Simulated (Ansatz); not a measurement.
The system is TaN.

```xyz
2
Lattice="0.0000 2.2113 2.2113 2.2113 0.0000 2.2113 2.2113 2.2113 0.0000" Properties=species:S:1:pos:R:3 pbc="T T T"
Ta    2.2113    2.2113    2.2113
N     0.0000    0.0000    0.0000
```

The cell comes from a database or a generator and needn't be the stable form of this composition.

- Program: Ansatz 0.2.0
- Task: relaxation of cell and atoms
- Functional: PBEsol
- Dispersion: D4
- Potentials or basis: all-electron LAPW, scalar-relativistic
- Basis error allowed: 0.001 eV/atom
- k mesh: 10 × 10 × 10
- Occupations: fermi-dirac, width 0.05 eV
- Spin: no spin polarisation

At the start: volume 10.81 Å³/atom.

Q: How do energy, volume and symmetry change on relaxing?

A: Over 5 steps the energy falls by 18.8 meV/atom and the volume is 10.38 Å³/atom (-4.0 %); space group Fm-3m (No. 225, to 0.05 Å).

Step by step:
| step | energy change (eV) | largest force (eV/Å) | volume (Å³) |
| --- | --- | --- | --- |
| 1 | 0.0000 | 0.0000 | 21.63 |
| 2 | -0.0297 | 0.0000 | 20.39 |
| 3 | -0.0376 | 0.0000 | 20.79 |
| 4 | -0.0376 | 0.0000 | 20.76 |
| 5 | -0.0376 | 0.0000 | 20.76 |

Final structure:
```
Ta N
1.0
     0.00000    2.18150    2.18150
     2.18150    0.00000    2.18150
     2.18150    2.18150    0.00000
Ta N
1 1
Cartesian
  2.1815 2.1815 2.1815
  0.0000 0.0000 0.0000
```
